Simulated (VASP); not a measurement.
# Mo (Im-3m) in VASP: elastic constants with LDA

Aim: the elastic constants of Mo with LDA.

All numbers are computed with VASP 6.6.1; they aren't measurements. Logs are shortened: lines on timing, memory, paths and dates and some standing lists are left out, and cuts for length are marked.

## (1) The structure

It takes space group Im-3m (No. 229, cubic). The conventional cell has a = 3.116 Å, b = 3.116 Å, c = 3.116 Å, α = 90.00°, β = 90.00°, γ = 90.00°. Mo (site symmetry m-3m) has 8 Mo at 2.70 Å as nearest neighbours.

The cell was built by a generator and needn't be a form met in nature.

## (2) Elastic constants, LDA

The input, POSCAR:

```
Mo
1.0
   -1.5580078766      1.5580078766      1.5580078766
    1.5580078766     -1.5580078766      1.5580078766
    1.5580078766      1.5580078766     -1.5580078766
  Mo
     1
Direct
     1.0000000000000000    0.0000000000000000    0.0000000000000000
```

The input, INCAR.step1:

```
SYSTEM = Mo
  ALGO = Normal
  EDIFF = 1E-8
  EDIFFG = -0.002
  ENCUT = 600
  GGA = CA
  IBRION = 2
  ISIF = 3
  ISMEAR = 1
  KPAR = 8
  LASPH = .True.
  LCHARG = .False.
  LREAL = .False.
  LWAVE = .False.
  NELM = 60
  NSW = 40
  PREC = Accurate
  SIGMA = 0.2
```

The input, INCAR.step2:

```
SYSTEM = Mo
  ALGO = Normal
  EDIFF = 1E-8
  ENCUT = 600
  GGA = CA
  IBRION = 6
  ISIF = 3
  ISMEAR = 1
  KPAR = 8
  LASPH = .True.
  LCHARG = .False.
  LREAL = .False.
  LWAVE = .False.
  NELM = 60
  NFREE = 2
  NSW = 1
  POTIM = 0.015
  PREC = Accurate
  SIGMA = 0.2
```

The input, KPOINTS:

```
k-points
0
Gamma
  24 24 24
  0 0 0
```

Potentials or basis: VASP PAW LDA potentials, release 64 (Mo_sv).

Launch:

```sh
> cat potpaw_LDA.64/Mo_sv/POTCAR > POTCAR
> cp INCAR.step1 INCAR
> mpirun -np 8 vasp_std > vasp.out
> cp CONTCAR POSCAR
> cp INCAR.step2 INCAR
> mpirun -np 8 vasp_std > vasp.out
```

OUTCAR:

```text
SYSTEM = Mo
   EDIFF = 1E-8
   ENCUT = 600
   GGA = CA
   IBRION = 6
   ISIF = 3
   ISMEAR = 1
   LASPH = .True.
   LREAL = .False.
   NELM = 60
   NFREE = 2
   NSW = 1
   POTIM = 0.015
   PREC = Accurate

 ion  position               nearest neighbor table
   1  0.000  0.000  0.000-

  LATTYP: Found a body centered cubic cell.
 ALAT       =     3.1156310819

  Lattice vectors:

 A1 = (  -1.5578155409,   1.5578155409,   1.5578155409)
 A2 = (   1.5578155409,  -1.5578155409,   1.5578155409)
 A3 = (   1.5578155409,   1.5578155409,  -1.5578155409)

Analysis of symmetry for initial positions (statically):
=====================================================================
 Subroutine PRICEL returns:
 Original cell was already a primitive cell.

 Routine SETGRP: Setting up the symmetry group for a
 body centered cubic supercell.

 Subroutine GETGRP returns: Found 48 space group operations
 (whereof 48 operations were pure point group operations)
 out of a pool of 48 trial point group operations.

The static configuration has the point symmetry O_h .

Analysis of symmetry for dynamics (positions and initial velocities):
=====================================================================
 Subroutine PRICEL returns:
 Original cell was already a primitive cell.

 Routine SETGRP: Setting up the symmetry group for a
 body centered cubic supercell.

 Subroutine GETGRP returns: Found 48 space group operations
 (whereof 48 operations were pure point group operations)
 out of a pool of 48 trial point group operations.

The dynamic configuration has the point symmetry O_h .

 Subroutine INISYM returns: Found 48 space group operations
 (whereof 48 operations are pure point group operations),
 and found     1 'primitive' translations

----------------------------------------------------------------------------------------

[... 342 lines left out ...]
      5       5.6780      2.00000
      6      11.5678      2.00000
      7      11.5678      2.00000
      8      11.5678      2.00000
      9      14.6956     -0.00000
     10      14.6956     -0.00000
     11      27.8822      0.00000
[... 309 lines left out ...]
 k-point    24 :       0.4583    0.0417   -0.0000
  band No.  band energies     occupation
      1     -47.6251      2.00000
      2     -22.8572      2.00000
      3     -21.7998      2.00000
      4     -21.3207      2.00000
      5       7.5339      2.00000
      6       9.4600      2.00000
      7      14.3458     -0.00000
      8      14.7545     -0.00000
      9      15.6525     -0.00000
     10      18.1287      0.00000
     11      25.0969      0.00000

 [... further k-points ...]

------------------------ aborting loop because EDIFF is reached ----------------------------------------

  FORCE on cell =-STRESS in cart. coord.  units (eV):
  Direction    XX          YY          ZZ          XY          YZ          ZX
  --------------------------------------------------------------------------------------
  -------------------------------------------------------------------------------------
  Total        0.0000993      0.0000993      0.0000993      0.0000000      0.0000000      0.0000000
  in kB        0.0105207      0.0105207      0.0105207      0.0000000      0.0000000      0.0000000
  external PRESSURE =       0.0105207 kB  Pullay stress =       0.0000000 kB
[... 16 lines left out ...]
  FREE ENERGIE OF THE ION-ELECTRON SYSTEM (eV)
  ---------------------------------------------------
  free  energy   TOTEN  =       -12.1300923239 eV

  energy  without entropy=      -12.1303426681  energy(sigma->0) =      -12.13017577

 INTERNAL STRAIN TENSORS FROM STRAINED CELLS
 ============================================

 INTERNAL STRAIN TENSOR FOR ION    1 for displacements in x,y,z  (eV/Angst):
          X           Y           Z          XY          YZ          ZX
  --------------------------------------------------------------------------------
  x    -0.00000     0.00000     0.00000     0.00000     0.00000     0.00000
  y     0.00000    -0.00000    -0.00000     0.00000     0.00000    -0.00000
  z     0.00000     0.00000     0.00000     0.00000     0.00000    -0.00000

 INTERNAL STRAIN TENSORS FROM DISPLACED ATOMS
 ============================================

 INTERNAL STRAIN TENSOR FOR ION    1 for displacements in x,y,z  (eV/Angst):
          X           Y           Z          XY          YZ          ZX
  --------------------------------------------------------------------------------
  x     0.00000     0.00000     0.00000     0.00000     0.00000     0.00000
  y     0.00000     0.00000     0.00000     0.00000     0.00000     0.00000
  z     0.00000     0.00000     0.00000     0.00000     0.00000     0.00000

 Eigenvectors and eigenvalues of the dynamical matrix
 ----------------------------------------------------

   1 f/i=    0.000000 THz     0.000000 2PiTHz    0.000000 cm-1     0.000000 meV
             X         Y         Z           dx          dy          dz
      0.000000  0.000000  0.000000     0.640184   -0.768221    0.000000

   2 f/i=    0.000000 THz     0.000000 2PiTHz    0.000000 cm-1     0.000000 meV
             X         Y         Z           dx          dy          dz
      0.000000  0.000000  0.000000    -0.768221   -0.640184    0.000000

   3 f/i=    0.000000 THz     0.000000 2PiTHz    0.000000 cm-1     0.000000 meV
             X         Y         Z           dx          dy          dz
      0.000000  0.000000  0.000000     0.000000    0.000000    1.000000

--------------------------------------------------------------------------------------------------------

 ELASTIC MODULI CONTR FROM IONIC RELAXATION (kBar)
 Direction    XX          YY          ZZ          XY          YZ          ZX
 --------------------------------------------------------------------------------
 XX           0.0000      0.0000      0.0000      0.0000      0.0000      0.0000
 YY           0.0000      0.0000      0.0000      0.0000      0.0000      0.0000
 ZZ           0.0000      0.0000      0.0000      0.0000      0.0000      0.0000
 XY           0.0000      0.0000      0.0000      0.0000      0.0000      0.0000
 YZ           0.0000      0.0000      0.0000      0.0000      0.0000      0.0000
 ZX           0.0000      0.0000      0.0000      0.0000      0.0000      0.0000
 --------------------------------------------------------------------------------

 TOTAL ELASTIC MODULI (kBar)
 Direction    XX          YY          ZZ          XY          YZ          ZX
 --------------------------------------------------------------------------------
 XX        5094.0462   1842.5226   1842.5226     -0.0000      0.0000     -0.0000
 YY        1842.5226   5094.0462   1842.5226      0.0000     -0.0000      0.0000
 ZZ        1842.5226   1842.5226   5094.0462      0.0000      0.0000     -0.0000
 XY          -0.0000      0.0000      0.0000   1063.8884     -0.0000     -0.0000
 YZ           0.0000     -0.0000      0.0000     -0.0000   1063.8884     -0.0000
 ZX          -0.0000      0.0000     -0.0000     -0.0000     -0.0000   1063.8884
 --------------------------------------------------------------------------------
```

OSZICAR.step1:

```text
N       E                     dE             d eps       ncg     rms          rms(c)
DAV:   1     0.106693078588E+03    0.10669E+03   -0.88104E+03  9150   0.146E+03
DAV:   2    -0.112658071022E+02   -0.11796E+03   -0.11412E+03  9596   0.379E+02
[... 19 lines left out ...]
DAV:   1    -0.121303581141E+02   -0.28255E-03   -0.66280E-03  9518   0.120E+00    0.199E-01
DAV:   2    -0.121301095191E+02    0.24860E-03   -0.53973E-04  9488   0.311E-01    0.298E-02
DAV:   3    -0.121300932142E+02    0.16305E-04   -0.75645E-05  9892   0.113E-01    0.309E-02
DAV:   4    -0.121300958162E+02   -0.26020E-05   -0.14973E-06  9497   0.140E-02    0.118E-03
DAV:   5    -0.121300958047E+02    0.11420E-07   -0.12374E-07 10376   0.466E-03    0.253E-04
DAV:   6    -0.121300958023E+02    0.24511E-08   -0.12856E-09  5347   0.496E-04
   3 F= -.12130096E+02 E0= -.12130179E+02  d E =-.183999E-05
```

Wall time 6 min (8 MPI ranks of Intel Xeon Platinum 8488C (Sapphire Rapids), shared host); peak memory 1.2 GiB.

What came out:

| Quantity | Value |
| --- | --- |
| Elastic constants C11, C12, C44 | 509, 184, 106 GPa |
| Voigt bulk modulus | 293 GPa |

Elastic tensor in Voigt notation (GPa, in the Cartesian axes of the cell as first typed):
```
509 184 184   0   0   0
184 509 184   0   0   0
184 184 509   0   0   0
  0   0   0 106   0   0
  0   0   0   0 106   0
  0   0   0   0   0 106
```

Clamped-ion elastic tensor (GPa):
```
509 184 184   0   0   0
184 509 184   0   0   0
184 184 509   0   0   0
  0   0   0 106   0   0
  0   0   0   0 106   0
  0   0   0   0   0 106
```
